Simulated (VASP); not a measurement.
## KTaO$_{3}$ in VASP 6.6.1, single-point calculation

INCAR

```
ISMEAR = -1
NELM = 120
PREC = Accurate
LMAXMIX = 6
LWAVE = .FALSE.
LASPH = .TRUE.
LREAL = .FALSE.
IBRION = -1
ISIF = 2
EDIFF = 1E-7
GGA = PS
NSW = 0
NBANDS = 27
ENCUT = 520
SIGMA = 0.02
LCHARG = .FALSE.
```

KPOINTS

```
KPOINTS created by Atomic Simulation Environment
0
Gamma
6 6 6
0 0 0
```

POSCAR

```
K  Ta O
 1.0000000000000000
     3.9901309586000000    0.0000000000000000    0.0000000000000000
     0.0000000000000000    3.9901309586000000    0.0000000000000000
     0.0000000000000000    0.0000000000000000    4.2020069124999999
 K   Ta  O
   1   1   3
Cartesian
  1.9950654793000000  1.9950654793000000  2.1010034562500000
  0.0000000000000000  0.0000000000000000  0.0000000000000000
  1.9950654793000000  0.0000000000000000  0.0000000000000000
  0.0000000000000000  1.9950654793000000  0.0000000000000000
  0.0000000000000000  0.0000000000000000  2.1010034562500000
```

The recommended PBE PAW datasets give the neutral cell 38 valence electrons.

Command

```
mpirun -np 1 vasp_std
```

OSZICAR

```
N       E                     dE             d eps       ncg     rms          rms(c)
DAV:   1     0.315883832630E+03    0.31588E+03   -0.20608E+04  2160   0.140E+03
DAV:   2    -0.321082289910E+02   -0.34799E+03   -0.33905E+03  2605   0.401E+02
DAV:   3    -0.502033267448E+02   -0.18095E+02   -0.18011E+02  3147   0.880E+01
DAV:   4    -0.507466694021E+02   -0.54334E+00   -0.54249E+00  3496   0.992E+00
DAV:   5    -0.507505794648E+02   -0.39101E-02   -0.39093E-02  2860   0.768E-01    0.327E+01
DAV:   6    -0.430713958884E+02    0.76792E+01   -0.32607E+01  2604   0.371E+01    0.127E+01
DAV:   7    -0.428099179529E+02    0.26148E+00   -0.21012E+00  2792   0.881E+00    0.891E+00
DAV:   8    -0.427385275941E+02    0.71390E-01   -0.48994E-01  2603   0.553E+00    0.250E+00
DAV:   9    -0.427160247186E+02    0.22503E-01   -0.45090E-02  2652   0.157E+00    0.461E-01
DAV:  10    -0.427133284567E+02    0.26963E-02   -0.14302E-02  2877   0.764E-01    0.151E-01
DAV:  11    -0.427134341377E+02   -0.10568E-03   -0.83067E-04  3051   0.187E-01    0.365E-02
DAV:  12    -0.427134505635E+02   -0.16426E-04   -0.52515E-05  2759   0.578E-02    0.123E-02
DAV:  13    -0.427134556919E+02   -0.51284E-05   -0.72874E-06  2995   0.188E-02    0.535E-03
DAV:  14    -0.427134556146E+02    0.77266E-07   -0.99021E-07  2922   0.616E-03
   1 F= -.42713456E+02 E0= -.42713456E+02  d E =-.229183E-13
```

From OUTCAR

```
k-points           NKPTS =     40   k-points in BZ     NKDIM =     40   number of bands    NBANDS=     27

   NELECT =      38.0000    total number of electrons

   dimension x,y,z NGX =    30 NGY =   30 NGZ =   32
   dimension x,y,z NGXF=    60 NGYF=   60 NGZF=   64

  energy-cutoff  :      520.00
  volume of cell :       66.90
      direct lattice vectors                 reciprocal lattice vectors
     3.990130959  0.000000000  0.000000000     0.250618341  0.000000000  0.000000000
     0.000000000  3.990130959  0.000000000     0.000000000  0.250618341  0.000000000
     0.000000000  0.000000000  4.202006912     0.000000000  0.000000000  0.237981522

 k-points in reciprocal lattice and weights: KPOINTS created by Atomic Simulation Env
   0.00000000  0.00000000  0.00000000       0.005
   0.16666667  0.00000000  0.00000000       0.019
   0.33333333  0.00000000  0.00000000       0.019
   0.50000000  0.00000000  0.00000000       0.009
   0.16666667  0.16666667  0.00000000       0.019
   0.33333333  0.16666667  0.00000000       0.037
   0.50000000  0.16666667  0.00000000       0.019
   0.33333333  0.33333333  0.00000000       0.019
   ...

 E-fermi :   1.8954

 k-point     1 :       0.0000    0.0000    0.0000
  band No.  band energies     occupation
      1     -33.0143      2.00000
      2     -33.0143      2.00000
      3     -32.9608      2.00000
      4     -25.8454      2.00000
      5     -16.1192      2.00000
      6     -15.5301      2.00000
      7     -14.9320      2.00000
      8      -9.5070      2.00000
      9      -9.4315      2.00000
     10      -9.4315      2.00000
     11      -1.2895      2.00000
     12      -1.1209      2.00000
     13      -1.1209      2.00000
     14       0.1187      2.00000
     15       0.3541      2.00000
     16       0.3541      2.00000
     17       0.6501      2.00000
     18       0.7643      2.00000
     19       0.7643      2.00000
     20       3.2576      0.00000
     21       3.2576      0.00000
     22       3.3186      0.00000
     23       6.7055      0.00000
     24       7.6959      0.00000
     25       7.8675      0.00000
     26       9.1144      0.00000
     27       9.3736      0.00000

 k-point     2 :       0.1667    0.0000    0.0000
  band No.  band energies     occupation
      1     -33.0364      2.00000
      2     -33.0135      2.00000
      3     -32.9599      2.00000
      4     -25.8393      2.00000
      5     -16.0103      2.00000
      6     -15.4015      2.00000
      7     -14.9353      2.00000
      8      -9.4971      2.00000
      9      -9.4213      2.00000
     10      -9.4055      2.00000
     11      -1.8667      2.00000
     12      -1.3236      2.00000
     13      -1.1608      2.00000
     14      -0.2866      2.00000
     15      -0.1140      2.00000
     16      -0.0365      2.00000
     17       0.4147      2.00000
     18       0.5357      2.00000
     19       0.7114      2.00000
     20       3.2961      0.00000
     21       4.0754      0.00000
     22       4.1236      0.00000
     23       6.8612      0.00000
     24       7.9876      0.00000
     25       8.8558      0.00000
     26       9.5146      0.00000
     27       9.7450      0.00000

 ...

  Total       -1.5141607     -1.5141607     -7.6015343      0.0000000      0.0000000      0.0000000
  in kB      -36.2619789    -36.2619789   -182.0458482      0.0000000      0.0000000      0.0000000
  external PRESSURE =     -84.8566020 kB  Pullay stress =       0.0000000 kB

 POSITION                                       TOTAL-FORCE (eV/Angst)
 -----------------------------------------------------------------------------------
      1.99507      1.99507      2.10100         0.000000      0.000000      0.000000
      0.00000      0.00000      0.00000         0.000000      0.000000      0.000000
      1.99507      0.00000      0.00000         0.000000      0.000000      0.000000
      0.00000      1.99507      0.00000         0.000000      0.000000      0.000000
      0.00000      0.00000      2.10100         0.000000      0.000000      0.000000
 -----------------------------------------------------------------------------------
    total drift:                                0.000000     -0.000000      0.000000

  FREE ENERGIE OF THE ION-ELECTRON SYSTEM (eV)
  ---------------------------------------------------
  free  energy   TOTEN  =       -42.7134556146 eV

  energy  without entropy=      -42.7134556146  energy(sigma->0) =      -42.71345561
```

It converged. Results: gap between bands v and c on the k mesh 1.91 eV; least direct gap on the k mesh 2.49 eV; pressure -8.5 GPa. Band v is the last that the valence electrons fill when counted band by band, and c is the next.

For comparison, a separate PBE run of the intended cell, on usual settings and not on those above, gives a gap of 1.99 eV on its mesh and a pressure of -3.2 GPa.

The run above took about 50 s on one core of a shared host (Intel Xeon Platinum 8488C) and held 0.22 GiB at most.
